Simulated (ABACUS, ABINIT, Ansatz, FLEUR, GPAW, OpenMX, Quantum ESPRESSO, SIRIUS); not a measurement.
## The band gap of SnO2, sorted by core time

```
CELL_PARAMETERS angstrom
4.73800 0.00000 0.00000
0.00000 4.73800 0.00000
0.00000 0.00000 3.18650
ATOMIC_POSITIONS crystal
Sn 0.50000 0.50000 0.50000
Sn 0.00000 0.00000 0.00000
O 0.80710 0.19290 0.50000
O 0.69290 0.69290 0.00000
O 0.19290 0.80710 0.50000
O 0.30710 0.30710 0.00000
```

```tsv
rung	level	program and potentials	cutoff (eV)	k mesh	smearing	task	core time	chip	band gap (eV)	miss (eV)	notes
GGA	PBEsol	Ansatz, all-electron LAPW, scalar-relativistic	-	6 × 6 × 8	fermi-dirac 0.05	band structure	51 s	Intel Xeon 6975P-C Granite Rapids	1.19	-2.41	-
LDA	LDA	ABINIT, JTH PAW LDA v2.0	626	6 × 6 × 8	fermi-dirac 0.05	band structure	3.8 min	Intel Xeon Platinum 8375C Ice Lake	1.13	-2.47	-
LDA	LDA	FLEUR, all-electron, FLAPW	-	6 × 6 × 8	fermi-dirac 0.05	band structure	4 min	Intel Xeon 6975P-C Granite Rapids	1.13	-2.47	-
GGA	PBEsol	ABINIT, JTH PAW PBE v2.0	626	6 × 6 × 8	fermi-dirac 0.05	band structure	4.3 min	Intel Xeon Platinum 8375C Ice Lake	1.18	-2.42	potentials made for PBE
GGA	PBE	ABACUS, PseudoDojo NC SR 0.4.1 PBE standard, plane waves	1143	6 × 6 × 8	fermi-dirac 0.05	single point	4.3 min	AMD EPYC 7R43 Zen 3	(a)	?	-
model potential	TB-mBJ	GPAW, GPAW PAW data sets for LDA (gpaw-data 1.2.1)	800	4 × 4 × 6	fermi-dirac 0.05	single point	5.1 min	Intel Xeon Platinum 8488C Sapphire Rapids	3.16	-0.44	potentials made for LDA
GGA	PBEsol	Quantum ESPRESSO, GBRV 1.5 PBEsol	925	6 × 6 × 8	fermi-dirac 0.05	band structure	6.9 min	Intel Xeon Platinum 8259CL Skylake/Cascade Lake	1.19	-2.41	-
GGA	PBEsol	SIRIUS, PseudoDojo 0.4.1 PBEsol standard (scalar relativistic)	1152	6 × 6 × 8	fermi-dirac 0.05	single point	11 min	Intel Xeon Skylake/Cascade Lake	(b)	?	-
GGA	PBE	OpenMX, OpenMX 2013 PBE set, Sn7.0-s3p2d2f1, O6.0-s3p2d2, grid cutoff 500 Ry	-	7 × 7 × 9	fermi-dirac 0.05	band structure	11 min	Arm Neoverse V1	no gap	no gap	atomic basis; from the band path
```

Times are single runs on shared hosts and different chips, so they are rough; meshes, cutoffs and the tasks' sizes weigh on the time. All rows: no spin polarisation. Gaps are the least found on the k mesh or the band path, and a mesh can miss the band edges. Smearing widths are in eV. The cell comes from a database and isn't always the measured one. Meshes differ between rows, which moves values too. All levels ran on this one cell, unrelaxed unless noted. Meshes are those of the run's cell of 6 atoms unless a note names another. Misses use the values as printed. Runs on faulty files, with rough fits or with known faults for this quantity aren't shown. No row holds spin-orbit coupling.

Measured: 3.6 eV (pmc:6679235, doi:10.3390/ma12142315). The runs are for a static lattice.

Problem. Estimate the values left out from the other rows.

Solution. (a) 1.27 eV, miss -2.33; (b) 1.16 eV, miss -2.44.
